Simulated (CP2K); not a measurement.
Runs of CP2K 2026.2 on InP. It takes space group F-43m (No. 216, cubic). Conventional cell: a = 5.861 Å, b = 5.861 Å, c = 5.861 Å, α = 90.00°, β = 90.00°, γ = 90.00°. In (site symmetry -43m) is surrounded by 4 P at 2.54 Å. Around P (site symmetry -43m) lie 4 In at 2.54 Å. 

```csv
level,cutoff radius of the dispersion sum (A),cutoff of the non-local correlation (Ry),gap on the mesh (eV),pressure (GPa)
PBE+D3(BJ)+ATM,20,-,0.69,1.8
PBE+D3(BJ),20,-,0.69,1.7
PBE+rVV10,-,300,(a),3.1
PBE+D3,20,-,0.69,2.5
PBE,-,-,0.69,3.9
PBE+D4,20,-,0.69,(b)
PBE+D2,20,-,0.69,-0.2
```

Alike in all rows: task single point; potentials or basis POTENTIAL_UZH In GTH-PBE-q13, P GTH-PBE-q5; TZVP-MOLOPT-PBE-GTH basis; no spin polarisation; cell as given; k mesh 8 × 8 × 8; smearing fermi-dirac 0.05 eV.

Task: Fill in the values left out.

Result: (a) 0.66; (b) 1.6.

Caveats: spin-orbit coupling is left out, which moves the levels of the heavy elements; the basis of atomic orbitals isn't converged, which shifts pressures, moduli and gaps.

A k mesh can miss the band edges, and the runs leave out spin-orbit coupling on In.
